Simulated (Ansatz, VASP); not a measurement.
# BN: VASP beside Ansatz

```
B N
1.0
     0.00000    1.81947    1.81947
     1.81947    0.00000    1.81947
     1.81947    1.81947    0.00000
B N
1 1
Cartesian
  0.0000 0.0000 0.0000
  0.9097 0.9097 0.9097
```

Change from the starting cell: volume scaled by 1.02, ions relaxed.

Alike in both runs: functional PBE; k mesh 14 × 14 × 14; occupations fermi-dirac, width 0.02 eV; no spin polarisation.

Ansatz relaxed the structure, and its values are those at the end. VASP's run is a single point on that final structure, the one shown.

|  | VASP | Ansatz |
| --- | --- | --- |
| version | VASP 6.6.1 | Ansatz 0.2.0 |
| potentials or method | VASP PAW PBE potentials, release 64 (B, N) | plane-wave PAW, scalar-relativistic |
| plane-wave cutoff (eV) | 520 | 420 |
| valence electrons in the cell | 8 | 8 |

Ansatz gave:

| Item | Value |
| --- | --- |
| gap on the k mesh at the Fermi level (eV) | 4.45 |
| pressure (GPa) | -4.3 |

Question: Estimate VASP's values.

Answer: gap on the k mesh at the Fermi level (eV): 4.44; pressure (GPa): -4.1.

Ansatz warned: «stress_scf_threshold_loose».

A k mesh can miss the band edges.
